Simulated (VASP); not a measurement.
# GaN (Fm-3m) in VASP: notebook, part 2 of 3

VASP 6.6.1. Earlier steps stand in the parts before.

## 4. G0W0 quasiparticle levels, PBE

Input file POSCAR:

```
GaN
1.0
    0.0000000000      2.1352350000      2.1352350000
    2.1352350000      0.0000000000      2.1352350000
    2.1352350000      2.1352350000      0.0000000000
Ga N
1 1
Direct
    0.0000000000      0.0000000000      0.0000000000
    0.5000000000      0.5000000000      0.5000000000
```

Input file INCAR.step1:

```
SYSTEM = GaN
PREC = Accurate ; ENCUT = 450
EDIFF = 1E-8 ; ISMEAR = 0
SIGMA = 0.01 ; LREAL = .FALSE.
LASPH = .TRUE. ; NELM = 80
ALGO = Fast ; LWAVE = .TRUE.
LCHARG = .FALSE. ; GGA = PE
```

Input file INCAR.step2:

```
SYSTEM = GaN
PREC = Accurate ; ENCUT = 450
EDIFF = 1E-8 ; ISMEAR = 0
SIGMA = 0.01 ; LREAL = .FALSE.
LASPH = .TRUE. ; NELM = 1
ALGO = Exact ; LWAVE = .TRUE.
LCHARG = .FALSE. ; GGA = PE
NBANDS = 21 ; LOPTICS = .TRUE.
ISTART = 1
```

Input file INCAR.step3:

```
SYSTEM = GaN
PREC = Accurate ; ENCUT = 450
EDIFF = 1E-8 ; ISMEAR = 0
SIGMA = 0.01 ; LREAL = .FALSE.
LASPH = .TRUE. ; ALGO = EVGW0
LWAVE = .FALSE. ; LCHARG = .FALSE.
GGA = PE ; NELMGW = 1
NBANDS = 21 ; ENCUTGW = 150
NOMEGA = 48 ; PRECFOCK = Fast
ISTART = 1 ; NBANDSGW = 17
```

Input file KPOINTS:

```
regular mesh
0
G
  3 3 3
  0 0 0
```

Potentials or basis: VASP PAW PBE potentials, release 64 (Ga_d_GW, N_GW).

Run with:

```sh
$ cat potpaw_PBE.64/Ga_d_GW/POTCAR potpaw_PBE.64/N_GW/POTCAR > POTCAR
$ cp INCAR.step1 INCAR
$ mpirun -np 1 vasp_std > vasp.out
$ cp INCAR.step2 INCAR
$ mpirun -np 1 vasp_std > vasp.out
$ cp INCAR.step3 INCAR
$ mpirun -np 1 vasp_std > vasp.out
```

OUTCAR:

```text
SYSTEM = GaN
   PREC = Accurate
   ENCUT = 450
   EDIFF = 1E-8
   ISMEAR = 0
   LREAL = .FALSE.
   LASPH = .TRUE.
   GGA = PE
   NELMGW = 1
   ENCUTGW = 150
   PRECFOCK = Fast
   ISTART = 1

 Found      4 irreducible k-points:

 Following reciprocal coordinates:
            Coordinates               Weight
  0.000000  0.000000  0.000000      1.000000
  0.333333  0.000000  0.000000      8.000000
  0.333333  0.333333  0.000000      6.000000
 -0.333333  0.333333  0.000000     12.000000
   k-points           NKPTS =      4   k-points in BZ     NKDIM =     27   number of bands    NBANDS=     21
   number of dos      NEDOS =    301   number of ions     NIONS =      2
   total plane-waves  NPLWV =  13824
   dimension x,y,z NGX =    24 NGY =   24 NGZ =   24
   dimension x,y,z NGXF=    48 NGYF=   48 NGZF=   48
   ions per type =               1   1
   NGX,Y,Z   is equivalent  to a cutoff of  13.21, 13.21, 13.21 a.u.
   NGXF,Y,Z  is equivalent  to a cutoff of  26.43, 26.43, 26.43 a.u.
 SYSTEM =  GaN
   PREC   = accura    normal or accurate (medium, high low for compatibility)
   ISTART =      1    job   : 0-new  1-cont  2-samecut
   ICHARG =      0    charge: 1-file 2-atom 10-const
[... 32 lines left out ...]
   LHFCALC =     T    Hartree Fock is set to
   PRECFOCK=fast      Normal, Fast or Accurate (Low or Medium for compatibility)
   ENCUT4O =  -1.0   cutoff for four orbital integrals eV
   NKREDX  =     1    reduce k-point grid by
   NKREDY  =     1    reduce k-point grid by
   NKREDZ  =     1    reduce k-point grid by
   AEXX    =    1.0000 exact exchange contribution
   HFSCREEN=    0.0000 screening length (either q_TF or 0.3 A-1)
   HFSCREENC=   0.0000 screening length for correlation (either q_TF or 0.3 A-1)
   ENCUTFOCK=  -1.0 apply spherical cutoff to Coloumb kernel
   IVDW    =     0    specifies the selected vdW correction
   LEPSILON=     F    determine dielectric tensor
   LRPA    =     F    only Hartree local field effects (RPA)
   LRPAFORCE           =     F    calculate RPA forces
   ENCUTGW             = 150.0    cutoff for response function in eV
   ENCUTGWSOFT         = 120.0    soft cutoff for Coulomb kernel in GW response function in eV
   ENCUTLF             =  -1.0    cutoff for local field effects
   NELMGW              =     1    number of iterations in solving QP/BSE equation
   NELMHF              =     1    number of iterations in the inner HF iteration
   NKREDLFX            =     1    NKREDLFY  =   1   NKREDLFZ  =   1
 non-spin polarized calculation
 Gauss-broadening in eV      SIGMA  =   0.01
  energy-cutoff  :      450.00
  volume of cell :       19.47
 maximum number of plane-waves:       432
 NGX is ok and might be reduce to    24
  NGX = 12; NGY = 12; NGZ = 12
   NGX = 11   NGY = 11   NGZ = 11
 maximum number of plane-waves:        84

 QP shifts <psi_nk| G(iteration)W_0 |psi_nk>: iteration 1
 for sc-GW calculations column KS-energies equals QP-energies in previous step
 and V_xc(KS)=  KS-energies - (<T + V_ion + V_H > + <T+V_H+V_ion>^1  + <V_x>^1)

 k-point   1 :       0.0000    0.0000    0.0000
  band No.  KS-energies  QP-energies   sigma(KS)   V_xc(KS)     V^pw_x(r,r')   Z            occupation Imag(sigma)

      1      -9.5376     -10.1035     -15.1867     -14.4207     -24.1393       0.7389       2.0000       1.7675
      2      -6.8856      -9.8064     -25.7180     -21.6616     -35.0060       0.7200       2.0000       0.2779
      3      -6.8856      -9.8064     -25.7180     -21.6616     -35.0060       0.7200       2.0000       0.2779
      4      -6.8856      -9.8064     -25.7180     -21.6616     -35.0060       0.7200       2.0000       0.2779
      5      -6.7935      -9.7869     -26.0135     -21.8539     -35.4739       0.7196       2.0000       0.3262
      6      -6.7935      -9.7869     -26.0135     -21.8539     -35.4739       0.7196       2.0000       0.3262
[... 59 lines left out ...]
      3      -6.8688      -9.8058     -25.8202     -21.7284     -35.3046       0.7178       2.0000       0.3450
      4      -6.8067      -9.7204     -25.7022     -21.6602     -34.9837       0.7209       2.0000       0.2877
      5      -6.6877      -9.6621     -26.0010     -21.9037     -35.3089       0.7259       2.0000       0.2726
      6      -4.5080      -5.8662     -20.7696     -18.9229     -29.2231       0.7355       2.0000       0.8353
[... 9 lines left out ...]
     16      30.1108      31.9775      -9.7081     -12.0552      -3.8149       0.7953       0.0000      -1.1287
     17      34.9388      37.2842     -10.5063     -13.3243      -4.4134       0.8323       0.0000      -1.5760
```

OUTCAR.step2:

```text
SYSTEM = GaN
   PREC = Accurate
   ENCUT = 450
   EDIFF = 1E-8
[... 538 lines left out ...]
  --------------------------------------------------------------------------------------------------------------
     0.00000    20.89202    20.89202    20.89202    -0.00000    -0.00000     0.00000
     0.65251    21.64377    21.64377    21.64377    -0.00000    -0.00000     0.00000
     1.30502    24.73942    24.73942    24.73942    -0.00000    -0.00000     0.00000
     1.95754    38.41653    38.41653    38.41653    -0.00000    -0.00000     0.00000
     2.61005    -0.04646    -0.04646    -0.04646    -0.00000    -0.00000     0.00000
     3.26256    17.45456    17.45456    17.45456    -0.00000    -0.00000     0.00000
[... 92 lines left out ...]
    63.94622     0.80553     0.80553     0.80553     0.00000     0.00000    -0.00000
    64.59873     0.81006     0.81006     0.81006     0.00000     0.00000    -0.00000
```

Wall time 7.3 s (1 thread of Intel Xeon 6975P-C (Granite Rapids), shared host); peak memory 0.15 GiB.

These settings aren't checked as converged: the numbers below hold their error.

Results:

* Band gap on the k mesh, mean-field level: 2.07 eV, indirect (least direct gap 2.26 eV)
* Quasiparticle gap: 3.00 eV
* Least direct quasiparticle gap: 3.12 eV

Caveat: the k mesh is coarse (spacing up to 0.85 Å⁻¹), so the values aren't converged; bands, screening cutoff and mesh are small and nothing is extrapolated, so the quasiparticle values aren't converged; an odd mesh through Γ misses points on the zone boundary, where band edges often lie.

## 5. G0W0 quasiparticle levels, PBE

POSCAR is that of step 4.

INCAR.step1 is that of step 4.

INCAR.step2 is that of step 4.

Edit INCAR.step3 of step 4 so:

```diff
@@ -7,3 +7,3 @@
 GGA = PE ; NELMGW = 1
-NBANDS = 21 ; ENCUTGW = 150
+NBANDS = 21 ; ENCUTGW = 260
 NOMEGA = 48 ; PRECFOCK = Fast
```

KPOINTS is that of step 4.

Potentials or basis: VASP PAW PBE potentials, release 64 (Ga_d_GW, N_GW).

Run with:

```sh
$ cat potpaw_PBE.64/Ga_d_GW/POTCAR potpaw_PBE.64/N_GW/POTCAR > POTCAR
$ cp INCAR.step1 INCAR
$ mpirun -np 1 vasp_std > vasp.out
$ cp INCAR.step2 INCAR
$ mpirun -np 1 vasp_std > vasp.out
$ cp INCAR.step3 INCAR
$ mpirun -np 1 vasp_std > vasp.out
```

OUTCAR:

```text
SYSTEM = GaN
   PREC = Accurate
   ENCUT = 450
   EDIFF = 1E-8
   ISMEAR = 0
   LREAL = .FALSE.
   LASPH = .TRUE.
   GGA = PE
   NELMGW = 1
   ENCUTGW = 260
   PRECFOCK = Fast
   ISTART = 1

 Found      4 irreducible k-points:

 Following reciprocal coordinates:
            Coordinates               Weight
  0.000000  0.000000  0.000000      1.000000
  0.333333  0.000000  0.000000      8.000000
  0.333333  0.333333  0.000000      6.000000
 -0.333333  0.333333  0.000000     12.000000
   k-points           NKPTS =      4   k-points in BZ     NKDIM =     27   number of bands    NBANDS=     21
[... 60 lines left out ...]
   NELMGW              =     1    number of iterations in solving QP/BSE equation
   NELMHF              =     1    number of iterations in the inner HF iteration
   NKREDLFX            =     1    NKREDLFY  =   1   NKREDLFZ  =   1
 non-spin polarized calculation
 Gauss-broadening in eV      SIGMA  =   0.01
  energy-cutoff  :      450.00
  volume of cell :       19.47
 maximum number of plane-waves:       432
 NGX is ok and might be reduce to    24
  NGX = 12; NGY = 12; NGZ = 12
   NGX = 11   NGY = 11   NGZ = 11
 maximum number of plane-waves:       194

 QP shifts <psi_nk| G(iteration)W_0 |psi_nk>: iteration 1
 for sc-GW calculations column KS-energies equals QP-energies in previous step
 and V_xc(KS)=  KS-energies - (<T + V_ion + V_H > + <T+V_H+V_ion>^1  + <V_x>^1)

 k-point   1 :       0.0000    0.0000    0.0000
  band No.  KS-energies  QP-energies   sigma(KS)   V_xc(KS)     V^pw_x(r,r')   Z            occupation Imag(sigma)

      1      -9.5376     -10.0931     -15.1726     -14.4207     -24.1393       0.7389       2.0000       1.7883
      2      -6.8856      -9.5315     -25.3392     -21.6616     -35.0060       0.7194       2.0000       0.2525
      3      -6.8856      -9.5315     -25.3392     -21.6616     -35.0060       0.7194       2.0000       0.2525
      4      -6.8856      -9.5315     -25.3392     -21.6616     -35.0060       0.7194       2.0000       0.2525
      5      -6.7935      -9.5022     -25.6237     -21.8539     -35.4739       0.7185       2.0000       0.2896
      6      -6.7935      -9.5022     -25.6237     -21.8539     -35.4739       0.7185       2.0000       0.2896
[... 59 lines left out ...]
      3      -6.8688      -9.5267     -25.4357     -21.7284     -35.3046       0.7169       2.0000       0.3089
      4      -6.8067      -9.4451     -25.3232     -21.6602     -34.9837       0.7203       2.0000       0.2625
      5      -6.6877      -9.3789     -25.6138     -21.9037     -35.3089       0.7254       2.0000       0.2469
      6      -4.5080      -5.7525     -20.6158     -18.9229     -29.2231       0.7352       2.0000       0.8458
[... 9 lines left out ...]
     16      30.1108      31.9959      -9.6868     -12.0552      -3.8149       0.7960       0.0000      -1.1189
     17      34.9388      37.2881     -10.5007     -13.3243      -4.4134       0.8320       0.0000      -1.5841
```

Wall time 8.6 s (1 thread of Intel Xeon 6975P-C (Granite Rapids), shared host); peak memory 0.18 GiB.

The run converged, but some of its settings lie outside the range that counts as converged, so its numbers aren't taken as properties of the crystal.

Results:

```
Band gap on the k mesh, mean-field level : 2.07 eV, indirect (least direct gap 2.26 eV)
Quasiparticle gap                        : 2.99 eV
Least direct quasiparticle gap           : 3.12 eV
```

Caveat: the k mesh is coarse (spacing up to 0.85 Å⁻¹), so the values aren't converged; bands, screening cutoff and mesh are small and nothing is extrapolated, so the quasiparticle values aren't converged; an odd mesh through Γ misses points on the zone boundary, where band edges often lie.

(Continued in part 3 of 3.)
